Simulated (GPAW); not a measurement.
# TaN (P-6m2) in GPAW: notebook

Aim: see how the results for TaN move with the level of theory and the settings. Levels: PBEsol, LDA. Tasks: band structure, single point.

All numbers are computed with GPAW 26.7.0; they aren't measurements. Logs are shortened: lines on timing, memory, paths and dates and some standing lists are left out, and cuts for length are marked. The log counts tension as positive stress, the text compression.

## 1. Starting point

Symmetry: P-6m2, No. 187, hexagonal system. Conventional cell: a = 2.938 Å, b = 2.938 Å, c = 2.883 Å, α = 90.00°, β = 90.00°, γ = 120.00°. Around Ta (site symmetry -6m2) lie 6 N at 2.23 Å. N (site symmetry -6m2) has 6 Ta at 2.23 Å as nearest neighbours.

## 2. Band structure, PBEsol

Contents of run.py:

```python
from ase import Atoms
from ase.dft.bandgap import bandgap
from ase.io import write
from ase.units import GPa
from gpaw import GPAW, PW, setup_paths

setup_paths.insert(0, '.')

atoms = Atoms(['Ta', 'N'],
              cell=[[2.938, 0.0, 0.0],
                    [-1.469, 2.5443826363, 0.0],
                    [0.0, 0.0, 2.883]],
              scaled_positions=[[0.0, 0.0, 0.5],
                                [0.6666666667, 0.3333333333, 0.0]],
              pbc=True)

calc = GPAW(mode=PW(800),
            xc='PBEsol',
            kpts={'size': (8, 8, 7), 'gamma': True},
            occupations={'name': 'fermi-dirac', 'width': 0.05},
            nbands=19,
            convergence={'density': 1e-05, 'energy': 1e-05},
            maxiter=150,
            txt='gpaw.txt')
atoms.calc = calc
energy = atoms.get_potential_energy()
forces = atoms.get_forces()
stress = atoms.get_stress()
calc.write('gs.gpw')
write('result.traj', atoms)
print(f'Energy: {energy:.6f} eV')
print('Forces (eV/A):')
print(forces.round(4))
print('Stress (GPa):', (stress / GPa).round(3))
print('Fermi level:', round(calc.get_fermi_level(), 4), 'eV')
print(f'Gap: {bandgap(calc)[0]:.4f} eV, direct: {bandgap(calc, direct=True)[0]:.4f} eV')

path = atoms.cell.bandpath('GMKGALHA,LM,KH', npoints=100, eps=1e-4)
bs_calc = calc.fixed_density(kpts=path, symmetry='off', nbands=28,
                             convergence={'bands': 'CBM+6.0', 'eigenstates': 1e-6}, txt='bands.txt')
bs = bs_calc.band_structure()
bs.write('bs.json')
print(f'Gap on the path: {bandgap(bs_calc)[0]:.4f} eV')
```

Potentials or basis: PAW data sets generated in the run's folder for this functional, pw.

The run is started by

```bash
$ gpaw-setup -f PBEsol N Ta
$ OMP_NUM_THREADS=1 python run.py
```

gpaw.txt:

```text
__  _  _
 | _ |_)|_||  |
 |__||  | ||/\| - 26.7.0

Input parameters:
  mode=PW(ecut=800.0),
  convergence={'density': 1e-05, 'energy': 1e-05},
  kpts=MonkhorstPack(size=(8, 8, 7), gamma=True),
  maxiter=150,
  nbands=19,
  occupations=Occupations(name='fermi-dirac', width=0.05),
  xc=XC(name='PBEsol')

Diagonalizing LCAO Hamiltonian
Converting LCAO to pw mode

       Ta

           N

Atoms  # Å, Bohr magnetons
|   | symbol |        x |        y |        z |    initial magnetic moments |
|---|--------|----------|----------|----------|-----------------------------|
| 0 |     Ta | 0.000000 | 0.000000 | 1.441500 | ( 0.0000,  0.0000,  0.0000) |
| 1 |      N | 1.469000 | 0.848128 | 0.000000 | ( 0.0000,  0.0000,  0.0000) |

Unit cell  # Å
| periodic |         x |        y |        z |  lengths |     angles |
|----------|-----------|----------|----------|----------|------------|
|      yes |  2.938000 | 0.000000 | 0.000000 | 2.938000 |  90.000000 |
|      yes | -1.469000 | 2.544383 | 0.000000 | 2.938000 |  90.000000 |
|      yes |  0.000000 | 0.000000 | 2.883000 | 2.883000 | 120.000000 |

Number of symmetries: 12
Symmetry operations  # r_c * U_cc + t_c -> r_c
|    | kind |            matrix            |
|----|------|------------------------------|
|  0 |  σ   |  1, 1, 0,  0,-1, 0,  0, 0, 1 |
|  1 |  C2  |  1, 1, 0,  0,-1, 0,  0, 0,-1 |
|  2 |  E   |  1, 0, 0,  0, 1, 0,  0, 0, 1 |
|  3 |  σ   |  1, 0, 0,  0, 1, 0,  0, 0,-1 |
|  4 |  C3  |  0, 1, 0, -1,-1, 0,  0, 0, 1 |
|  5 |  S3  |  0, 1, 0, -1,-1, 0,  0, 0,-1 |
|  6 |  σ   |  0,-1, 0, -1, 0, 0,  0, 0, 1 |
|  7 |  C2  |  0,-1, 0, -1, 0, 0,  0, 0,-1 |
|  8 |  σ   | -1, 0, 0,  1, 1, 0,  0, 0, 1 |
|  9 |  C2  | -1, 0, 0,  1, 1, 0,  0, 0,-1 |
| 10 |  C3  | -1,-1, 0,  1, 0, 0,  0, 0, 1 |
| 11 |  S3  | -1,-1, 0,  1, 0, 0,  0, 0,-1 |

BZ-sampling:
  Number of BZ points: 448
  Number of IBZ points: 40

  Monkhorst-Pack size: [8, 8, 7]
  Monkhorst-Pack shift: [0.0625, 0.0625, 0.0]

K-points  # in reciprocal-cell coordinates
|     |                                coordinates |     weight |
|-----|--------------------------------------------|------------|
|   0 | (  0.00000000,   0.00000000,   0.00000000) | 0.00223214 |
|   1 | (  0.00000000,   0.00000000,   0.14285714) | 0.00446429 |
|   2 | (  0.00000000,   0.00000000,   0.28571429) | 0.00446429 |
|   3 | (  0.00000000,   0.00000000,   0.42857143) | 0.00446429 |
|   4 | (  0.12500000,   0.00000000,   0.00000000) | 0.01339286 |
|   5 | (  0.12500000,   0.00000000,   0.14285714) | 0.02678571 |
|   6 | (  0.12500000,   0.00000000,   0.28571429) | 0.02678571 |
|   7 | (  0.12500000,   0.00000000,   0.42857143) | 0.02678571 |
|   8 | (  0.25000000,  -0.12500000,   0.00000000) | 0.01339286 |
|   9 | (  0.25000000,  -0.12500000,   0.14285714) | 0.02678571 |
| ... |                                            |            |
|  39 | (  0.50000000,   0.50000000,   0.42857143) | 0.01339286 |

Plane wave coefficients: 1129
Cutoff: 800.0 eV

Spin-components: 1 (collinear spins)
Bands:           19
Projectors:      11
Spin-degeneracy: 2
Datatype:        complex128

Parallelization:
  kpt:    1
  domain: 1
  band:   1

Density:
  Valence electrons: 18.0
  Components: 1
  Grid points: [20 20 20]
  Charge: 0.0  # |e|

Potential:
  Grid points: [20 20 20]

species:
  Ta:
    name:    Tantalum
    Z:       73.0
    valence: 13
    core:    60
    charge:  0.0  # [|e|]
    compensation charges:
      type: gauss
      rc: 0.42  # [Å]
      lmax: 2
    cutoffs:
      filter: 2.36  # [Å]
      core: 3.45  # [Å]
    projectors
    | kind |    occ | energy [eV] | rcut [Å] |
    |------|--------|-------------|----------|
    |   5s |  2.000 |     -72.818 |    1.365 |
    |   6s |  2.000 |      -5.457 |    1.365 |
    |   5p |  6.000 |     -39.444 |    1.349 |
    |   6p |  0.000 |      -1.369 |    1.349 |
    |   5d |  3.000 |      -3.632 |    1.307 |
    |    d |        |      23.579 |    1.307 |

    Using partial waves for Ta as LCAO basis

  N:
    name:    Nitrogen
    Z:       7.0
    valence: 5
    core:    2
    charge:  0.0  # [|e|]
    compensation charges:
      type: gauss
      rc: 0.18  # [Å]
      lmax: 2
    cutoffs:
      filter: 1.11  # [Å]
      core: 0.96  # [Å]
    projectors
    | kind |    occ | energy [eV] | rcut [Å] |
    |------|--------|-------------|----------|
    |   2s |  2.000 |     -18.455 |    0.603 |
    |   2p |  3.000 |      -7.035 |    0.529 |
    |    s |        |       8.756 |    0.603 |
    |    p |        |      20.177 |    0.529 |
    |    d |        |       0.000 |    0.577 |

    Using partial waves for N as LCAO basis

Reference energy: -425522.110399  # eV

eigensolver:
  PPCG
  Converge bands: occupied
  niter=2

density mixing:
  MSR1-Mixer
  Pratt-step length: 0.05
  Maximum mixing coefficient: 0.75
  Old densities: 10
  SVD Regularization: 0.005
  Good broyden scale: 1.0
  Trust region scale: 1.0
  Backstep threshold: 4.0
  History deletion threshold: 6.0
  Fourier metric: weight=20.0, sigma=0.015

occupation numbers:
  Fermi-Dirac:
    width: 0.0500  # eV

poisson solver:
  ecut: 6400.0  # eV

xc functional:
  name: PBEsol with 2 nearest neighbor stencil

convergence criteria:
- Maximum integral of absolute [dens]ity change: 1e-05 electrons / valence electron
- Maximum [total energy] change in last 3 cyles: 1e-05 eV / valence electron
- Maximum integral of absolute [eigenst]ate change: 4e-08 eV^2 / valence electron
maximum number of iterations: 150

SCF iterations
|iter     | |      energy | eigst |  dens |
|---------|-|-------------|-------|-------|
|iter:   1| |  -23.145873 | -0.05 |       |
|iter:   2| |  -22.761893 | -2.50 | -0.98 |
|iter:   3| |  -21.916760 | -1.73 | -1.04 |
|iter:   4| |  -21.920212 | -3.11 | -1.64 |
|iter:   5| |  -21.926021 | -3.45 | -1.87 |
|iter:   6| |  -21.926033 | -4.94 | -2.77 |
|iter:   7| |  -21.926036c| -6.90 | -3.72 |
|iter:   8| |  -21.926036c| -7.90c| -4.15 |
|iter:   9| |  -21.926036c| -8.37c| -5.06c|

Converged in 9 steps
Energy contributions relative to reference atoms: (reference = -425522.110399)

Energy contributions:
  Kinetic:          18.104190
  Coulomb:         -19.601602
  Zero:             -0.113986
  External:          0.000000
  Xc:              -20.314495
  Entropy:          -0.000284
  Spinorbit:         0.000000
  ----------------------------
  Free energy:     -21.926179
  Extrapolated:    -21.926036

dipole moment: (-4.710240, -9.460923, -7.155535)  # |e|*Ang

Fermi level: 14.126
Eigenvalues  # (at kpt = [0.000, 0.000, 0.000])
| band index |      eig [eV] | occ [0-2] |
|------------|---------------|-----------|
|          0 |       -54.239 |     2.000 |
|          1 |       -20.792 |     2.000 |
|          2 |       -20.523 |     2.000 |
|          3 |       -20.523 |     2.000 |
|          4 |        -3.665 |     2.000 |
|          5 |         9.476 |     2.000 |
[... 9 lines left out ...]
|         15 |        30.261 |     0.000 |
|         16 |        30.261 |     0.000 |
|        ... |               |           |
|         18 |        37.296 |     0.000 |

No gap
No difference between direct/indirect transitions

Forces  # eV/Ang
|       x |       y |       z |
|---------|---------|---------|
| 0.00000 | 0.00000 | 0.00000 |  # Ta   0
| 0.00000 | 0.00000 | 0.00000 |  # N    1

Stress tensor  # eV/Ang^3
|        x |         y |        z |
|----------|-----------|----------|
| 0.029624 | -0.000000 | 0.000000 |
| 0.000000 |  0.029624 | 0.000000 |
| 0.000000 |  0.000000 | 0.033719 |

# Writing to gs.gpw (mode='')
```

Run time: 30 s. Hardware: 1 thread of Intel Xeon Platinum 8375C at 2.90GHz (Ice Lake), shared host; peak memory 0.25 GiB.

Results:

| Quantity | Value |
| --- | --- |
| Free energy | -21.9262 eV |
| Pressure | -5.0 GPa |
| Band gap along the path | none (metal or under the smearing width) |

Levels at the corners of the path, in eV from the Fermi level:
```csv
point,band 5,band 6,band 7,band 8,band 9,band 10,band 11,band 12,band 13,band 14
Γ,-17.79,-4.65,-4.65,-4.30,-3.02,2.13,3.48,3.48,3.85,3.85
M,-15.49,-8.39,-5.29,-3.58,-3.27,2.86,3.93,5.07,5.18,7.30
K,-15.12,-7.66,-5.83,-5.26,0.04,0.92,1.46,2.37,7.42,12.25
Γ,-17.79,-4.65,-4.65,-4.30,-3.02,2.13,3.48,3.48,3.85,3.85
A,-15.14,-9.44,-3.84,-3.84,-0.20,-0.20,2.33,3.17,3.17,8.03
L,-15.80,-7.42,-6.30,-5.78,-0.44,4.03,5.24,5.94,6.96,10.06
H,-15.74,-8.33,-6.65,-3.99,-0.46,4.33,4.94,6.60,7.44,9.20
A,-15.14,-9.44,-3.84,-3.84,-0.20,-0.20,2.33,3.17,3.17,8.03
L,-15.80,-7.42,-6.30,-5.78,-0.44,4.03,5.24,5.94,6.96,10.06
M,-15.49,-8.39,-5.29,-3.58,-3.27,2.86,3.93,5.07,5.18,7.30
K,-15.12,-7.66,-5.83,-5.26,0.04,0.92,1.46,2.37,7.42,12.25
H,-15.74,-8.33,-6.65,-3.99,-0.46,4.33,4.94,6.60,7.44,9.20
```

Caveat: spin-orbit coupling is left out, which moves the levels of the heavy elements.

(Part 1 of 2 ends here.)
